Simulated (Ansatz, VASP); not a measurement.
# Two plane-wave programs on BiTe

```
Bi Te
1.0
     0.00000    3.11527    3.11527
     3.11527    0.00000    3.11527
     3.11527    3.11527    0.00000
Bi Te
1 1
Direct
  0.00000 0.00000 0.00000
  0.50000 0.50000 0.50000
```

Alike in both runs: task single point; functional LDA; k mesh 12 × 12 × 12; occupations gaussian, width 0.1 eV; no spin polarisation.

|  | VASP | Ansatz |
| --- | --- | --- |
| version | VASP 6.6.1 | Ansatz 0.2.0 |
| potentials or method | VASP PAW LDA potentials, release 64 (Bi_d, Te) | scalar-relativistic, plane waves, PAW |
| plane-wave cutoff (eV) | 520 | 420 |
| valence electrons in the cell | 21 | 31 |

VASP gave:

| Item | Value |
| --- | --- |
| gap on the k mesh at the Fermi level (eV) | none |
| pressure (GPa) | 3.8 |

**Question.** Which values does Ansatz return?

**Answer.** gap on the k mesh at the Fermi level (eV): none; pressure (GPa): 3.7.

A gap of «none» marks a metal or a gap that the smearing closes. The two sets of potentials don't hold the same shells in valence.

Caveats: spin-orbit coupling is left out, which moves the levels of the heavy elements.
